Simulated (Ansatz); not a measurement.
# TaN: the cost of one run

Program: Ansatz 0.2.0. Level of theory: DFT PBEsol+U (U = 8 eV, J = 0.5 eV on Ta d), plane waves, PAW, no spin–orbit coupling unless a run says so. These are calculated values, not measurements.

1 further run of the same task is left out (it didn't finish).

## (1) The structure to begin with

It takes space group P-6m2 (No. 187, hexagonal). The conventional cell has a = 2.938 Å, b = 2.938 Å, c = 2.883 Å, α = 90.00°, β = 90.00°, γ = 120.00°. Ta (site symmetry -6m2) is surrounded by 6 N at 2.23 Å. N (site symmetry -6m2) is surrounded by 6 Ta at 2.23 Å.

Coordinates:

```cif
data_structure
_symmetry_space_group_name_H-M 'P 1'
_symmetry_Int_Tables_number 1
_cell_length_a 2.9380
_cell_length_b 5.8760
_cell_length_c 2.8830
_cell_angle_alpha 90.000
_cell_angle_beta 90.000
_cell_angle_gamma 120.000
_cell_volume 43.10
loop_
_atom_site_label
_atom_site_type_symbol
_atom_site_fract_x
_atom_site_fract_y
_atom_site_fract_z
_atom_site_occupancy
Ta1 Ta 0.33333 0.33333 0.50000 1
N1 N 0.00000 0.00000 0.00000 1
Ta2 Ta 0.33333 0.83333 0.50000 1
N2 N 0.00000 0.50000 0.00000 1
```

Magnetic order typed: antiferromagnetic, doubled cell 0 1/2 0.

An earlier series on this cell reached its lowest free state from «random orbitals: fully mixed, first filling», perhaps among other starts (it ended without moments).

## (2) From atoms, default search

Input file input.yaml:

```yaml
crystal:
  lattice:
    - [2.93800111, 0.0, 0.0]
    - [-2.9380011, 5.0887672, 0.0]
    - [0.0, 0.0, 2.88300221]
  atoms:
    - { symbol: Ta, position: [0.3333333333, 0.3333333334, 0.5], spin: 2.0 }
    - { symbol: "N", position: [0.0, 0.0, 0.0] }
    - { symbol: Ta, position: [0.3333333333, 0.8333333333, 0.5], spin: -2.0 }
    - { symbol: "N", position: [0.0, 0.5, 0.0] }
basis:
  ecutwfc: 420
  ecutrho_ratio: 4
kpoints:
  mp_grid: { grid: [7, 7, 7] }
hamiltonian:
  xc: pbesol
  hubbard:
    sites:
      - { site: 0, l: d, u: 8.0, j: 0.5 }
      - { site: 2, l: d, u: 8.0, j: 0.5 }
scf:
  occupations: { method: gaussian, width: 0.05 }
output:
  forces: true
  stress: true
  eigenvalues: true
  populations: true
  hubbard: { sites: [{ site: 0, l: d }, { site: 2, l: d }] }
  write_density: true
  write_potential: true
  elf: true
  volumetric_format: npy
magnetization:
  spin_polarized: true
```

The run is started by

```sh
ansatz run input.yaml --threads 2 --pin off --max-ram 3072MiB --backend cpu --events-out ev --progress --plain --runs-dir out
```

What time and memory should one allow on 2 threads of Intel Xeon Platinum 8375C at 2.90GHz (Ice Lake), shared host?

About 2.5 min, with a peak of 0.95 GiB.
